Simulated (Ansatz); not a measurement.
SiNi, DFT, PBE, all-electron LAPW, scalar-relativistic (Ansatz 0.2.0), run on 1 thread of Intel(R) Xeon(R) Platinum 8488C (Sapphire Rapids) on a shared host.

The cell is COD entry 2300377, as deposited and not checked against the literature; nothing was relaxed. The listed cell was then made from it by scaling, straining or moving an atom.

Command: `ansatz run input.yaml --threads 1 --pin off --max-ram 6144MiB --backend cpu --events-out ev --progress --plain --runs-dir out`

```yaml
crystal:
  lattice:
    - [3.02662, 0.0151331, 0.0151331]
    - [0.0163675, 3.2735, 0.0163675]
    - [0.0234888, 0.0234888, 4.69776]
  atoms:
    - { symbol: Si, position: [0.5, 0.5, 0.8423] }
    - { symbol: Si, position: [0.0, 0.0, 0.1577] }
    - { symbol: Ni, position: [0.5, 0.5, 0.34422], spin: 1.5 }
    - { symbol: Ni, position: [0.0, 0.0, 0.65578], spin: 1.5 }
magnetization:
  spin_polarized: true
kpoints:
  mp_grid: { grid: [11, 10, 7] }
  band_path:
    path:
      - [0.0, 0.0, 0.0]
      - [0.0, 0.0, -0.5]
      - [0.0, -0.5, 0.0]
      - [0.0, 0.0, 0.0]
      - [-0.5, 0.0, 0.0]
      - [-0.5, -0.5, -0.5]
      - [0.0, 0.0, 0.0]
      - [-0.5, -0.5, 0.0]
      - [-0.5, 0.0, -0.5]
    npoints: 5
scf:
  occupations: { method: fermi_dirac, width: 0.05 }
hamiltonian:
  xc: pbe
  pseudopotentials: { kind: all_electron, lapw: { basis_error: 0.001 } }
output:
  forces: true
  stress: true
  eigenvalues: true
```

Q: How large is the problem that the program sets up?

A: 386 irreducible k-points, 527 plane waves at Γ, 38 bands.

Q: About how long does it take, and how much memory does it use?

A: 8.7 min of wall time for 13 SCF iterations, with a peak of 2.8 GiB. Times on shared machines scatter by tens of per cent.
